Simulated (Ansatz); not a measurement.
Working through a phonon calculation by linear response of CuI, space group F-43m

With Ansatz 0.2.0, Python API.

Run as a notebook:

```python
from pathlib import Path

import ansatz as az
from ase import Atoms
import numpy as np
```

```python
atoms = Atoms(
    ["Cu", "I"],
    scaled_positions=[
        [0.25, 0.25, 0.25],
        [0.0, 0.0, 0.0],
    ],
    cell=[
        [0.0, 3.0315, 3.0315],
        [3.0315, 0.0, 3.0315],
        [3.0315, 3.0315, 0.0],
    ],
    pbc=True,
)
cui = az.Crystal.from_ase(atoms)
```

```python
base = cui.calculation()
base = base.mixing("broyden", ndim=12, beta=0.6)
base = base.occupations("Fixed").functional("pbesol", dispersion="d3bjatm")
base = base.scf(tolerance=1e-05, max_iterations=200, extra_bands=6).kpoints(6, 6, 6)
base = base.phonons("dfpt", points=[(0, 0, 0), (0.5, 0.5, 0.5)])
result = base.run(threads=1, pin="off", runs_dir="runs")
ph = result.phonons
```

    DeckWarning: basis.ecutwfc = 420 eV, auto-derived from the records' recommended cutoffs: set by Cu (normal level)

```python
for q in ph.qpoints:
    print("q =", np.round(q.q_frac, 3), "1/cm:", " ".join(f"{w:.1f}" for w in q.omega_inv_cm))
```

    q = [0. 0. 0.] 1/cm: -0.0 0.0 0.0 120.1 120.1 120.1
    q = [0.5 0.5 0.5] 1/cm: 40.4 40.4 105.3 123.7 123.7 129.7

Caveats:
- The settings weren't tested for convergence.
- Spin is left out of this run.
- The cell isn't relaxed first, so the values belong to this volume.
- Of the deposited cell: the entry's cell lengths or inner coordinates differ somewhat from later room-temperature determinations.
- Without a Hubbard U or exact exchange, semilocal functionals often make such 3d compounds metallic or too weakly gapped.
- No non-analytic term is added, so at the zone centre the longitudinal optical modes of a polar crystal aren't split off.
- The starting cell is as deposited in a crystallographic database; the results hold for this polymorph, which needn't be the stable one.
- Warnings are shown shortened and without file and line.
- The structure is taken as given; imaginary modes can come from an unrelaxed or unstable start.
- Timing: 36 s on 1 thread of Arm Neoverse V1 (shared host), peak memory 0.63 GiB.
